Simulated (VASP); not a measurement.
Write the native input for VASP 6.6.1 that does the following.

| Item | Value |
| --- | --- |
| Task | relaxation of cell and atoms |
| Functional | PBE |
| Dispersion | D3(BJ) |
| Potentials or basis | VASP PAW PBE potentials, release 64 (Ti_sv, Se) |
| Cutoff | 600 eV |
| k mesh | 9 × 9 × 5 |
| Occupations | gaussian, width 0.03 eV |
| Spin | no spin polarisation |
| Further INCAR settings | ALGO = Normal; EDIFF = 1e-07; IBRION = 2; EDIFFG = -0.005; NSW = 90; ISIF = 3 |

The structure of TiSe2 lies in POSCAR:

```
TiSe2                                   
1.0
    3.4856846610      0.0000000000     -0.0000000000
   -1.7428423305      3.0186914681     -0.0000000000
   -0.0000000000      0.0000000000      5.8565827650
  Ti              Se            
     1     2
Direct
     0.0000000000000000    0.0000000000000000    0.0000000000000000
     0.3333333300000021    0.6666666699999979    0.2648460949166213
     0.6666666699999979    0.3333333300000021    0.7351539050833789
```

These files were run (other wordings do the same):

INCAR

```
SYSTEM = TiSe2
ALGO = Normal ; EDIFF = 1E-7
EDIFFG = -0.005 ; ENCUT = 600
GGA = PE ; IBRION = 2
ISIF = 3 ; ISMEAR = 0
IVDW = 12 ; LASPH = .TRUE.
LCHARG = .FALSE. ; LREAL = .FALSE.
LWAVE = .FALSE. ; NELM = 80
NSW = 90 ; PREC = Accurate
SIGMA = 0.03
```

KPOINTS

```
k-points
0
G
  9 9 5
  0 0 0
```

Potentials or basis: VASP PAW PBE potentials, release 64 (Ti_sv, Se).

Run with:

```sh
$ cat potpaw_PBE.64/Ti_sv/POTCAR potpaw_PBE.64/Se/POTCAR > POTCAR
$ mpirun -np 1 vasp_std > vasp.out
```

It gave:

```yaml
Pressure_after_relaxing: 0.0 GPa
Largest_force_after_relaxing: 0.005 eV/Å
Band_gap_on_the_k_mesh: none (metal or under the smearing width)
Dispersion_energy_per_atom: -0.450 eV
```

Caveat: the relaxation stopped at its first step, so nothing moved; pairwise dispersion overbinds metals, which lowers pressure and volume.

Run time: 27 s on 1 thread of Intel(R) Xeon(R) 6975P-C (Granite Rapids) (shared host), peak memory 0.23 GiB.
